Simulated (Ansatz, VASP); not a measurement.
# One calculation of C, two programs

INCAR

```
PREC = Accurate
ENCUT = 600
EDIFF = 1E-6
ISMEAR = 0
SIGMA = 0.1
LREAL = False
LASPH = True
NELM = 100
ALGO = Normal
ISIF = 3
LWAVE = False
LCHARG = False
GGA = PE
IBRION = 2
NSW = 90
EDIFFG = -0.04
```

Contents of KPOINTS:

```
regular mesh
0
Gamma
  6 8 6
```

File POSCAR:

```
C
1.0
    2.7544920200      0.0000000000      0.0000000000
    0.0000000000      2.1271635300      0.0000000000
   -1.1382990200      0.0000000000      2.7687800900
C
4
Direct
    0.7743377800      0.1595428100      0.1612302100
    0.2256622200      0.6595428100      0.3387697900
    0.2256622200      0.8404571900      0.8387697900
    0.7743377800      0.3404571900      0.6612302100
```

Input for Ansatz:

```yaml
crystal:
  lattice:
    - [2.75449202, 0.0, 0.0]
    - [0.0, 2.12716353, 0.0]
    - [-1.13829902, 0.0, 2.76878009]
  atoms:
    - { symbol: C, position: [0.77433778, 0.15954281, 0.16123021] }
    - { symbol: C, position: [0.22566222, 0.65954281, 0.33876979] }
    - { symbol: C, position: [0.22566222, 0.84045719, 0.83876979] }
    - { symbol: C, position: [0.77433778, 0.34045719, 0.66123021] }
basis:
  ecutwfc: 420
kpoints:
  mp_grid: { grid: [6, 8, 6] }
hamiltonian:
  xc: pbe
scf:
  occupations: { method: gaussian, width: 0.1 }
  lower_state_search: "off"
output:
  forces: true
  stress: true
  eigenvalues: true
relax:
  adjacent_minimum: "off"
  f_tol: 0.04
  max_steps: 70
  cell: { stress_tol: 0.4 }
```

Alike in both runs: task relaxation of cell and atoms; functional PBE; k mesh 6 × 8 × 6; occupations gaussian, width 0.1 eV; no spin polarisation.

|  | VASP | Ansatz |
| --- | --- | --- |
| version | VASP 6.6.1 | Ansatz 0.2.0 |
| potentials or method | VASP PAW PBE potentials, release 64 (C) | scalar-relativistic, plane waves, PAW |
| plane-wave cutoff (eV) | 600 | 420 |
| valence electrons in the cell | 16 | 16 |

```tsv
	VASP	Ansatz	Ansatz less VASP
relaxed volume (Å³/atom)	7.38	10.28	+2.906
relaxed cell length with the largest relative difference (Å)	3.824	5.217	+1.3928
energy change over the relaxation (meV/atom)	-2090	-2202	-111.7
```

One of these differences is far larger than is usual between the two programs; its cause wasn't traced.

Caveats: the k mesh is coarse (spacing up to 0.41 Å⁻¹), so the values aren't converged; the volume moved by over 15 % at a fixed basis, so the end points are rough (VASP).
